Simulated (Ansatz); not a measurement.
Hf under changes of volume

One of the cells (21.882 Å³/atom); the others are scaled copies at fixed shape and fractional positions:

```
Hf
1.0
     0.00000    2.22000    2.22000
     2.22000    0.00000    2.22000
     2.22000    2.22000    0.00000
Hf
1
Direct
  0.00000 0.00000 0.00000
```

This isn't the form of Hf at room conditions, which is hcp.

| Item | Value |
| --- | --- |
| Program | Ansatz 0.2.0 |
| Functional | LDA |
| Potentials or basis | all-electron LAPW, scalar-relativistic |
| Cutoff | 211 eV (chosen from the basis error) |
| Basis error allowed | 0.001 eV/atom |
| k mesh | 10 × 10 × 10 |
| Occupations | fermi-dirac, width 0.05 eV |
| Spin | no spin polarisation |

```csv
volume (Å³/atom),energy over the lowest point (meV/atom),pressure (GPa)
20.569,0.00,1.2
21.007,0.12,-1.3
21.444,6.89,-3.6
21.882,19.76,-5.7
22.320,?,?
22.757,61.53,-9.3
23.195,89.37,-10.8
```

Question: What does the run at 22.320 Å³/atom give?

Answer: Energy over the lowest point 38.15 meV/atom; pressure -7.6 GPa.

Worked out: A Birch-Murnaghan fit of order 3 (a polynomial in V^(-2/3)) to the other rows has its minimum at 20.78 Å³/atom with B0 = V·E''(V) = 123 GPa and B' = 3.8. It gives 38.18 meV/atom at 22.320 Å³/atom, against the run's 38.15, and -dE/dV = -7.7 GPa, against -7.6.

Energies are extrapolated to zero smearing.
